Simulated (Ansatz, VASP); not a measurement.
**CdSe in VASP and in Ansatz**

```
CELL_PARAMETERS angstrom
4.38300 0.00000 0.00000
-2.19150 3.79579 0.00000
0.00000 0.00000 7.15503
ATOMIC_POSITIONS crystal
Cd 0.66667 0.33333 0.50006
Cd 0.33333 0.66667 0.00006
Se 0.66667 0.33333 0.87580
Se 0.33333 0.66667 0.37580
```

Alike in both runs: functional PBE; k mesh 9 × 9 × 4; occupations gaussian, width 0.02 eV; no spin polarisation.

Ansatz relaxed the structure, and its values are those at the end. VASP's run is a single point on that final structure, the one shown.

|  | VASP | Ansatz |
| --- | --- | --- |
| version | VASP 6.6.1 | Ansatz 0.2.0 |
| potentials or method | VASP PAW PBE potentials, release 64 (Cd, Se) | scalar-relativistic, plane waves, PAW |
| plane-wave cutoff (eV) | 520 | 420 |
| valence electrons in the cell | 36 | 72 |

```tsv
	VASP	Ansatz	Ansatz less VASP
gap on the k mesh at the Fermi level (eV)	0.54	0.54	+0.001
least direct gap on the mesh (eV)	0.54	0.54	+0.001
pressure (GPa)	0.2	0.0	-0.24
```

The two sets of potentials don't hold the same shells in valence.
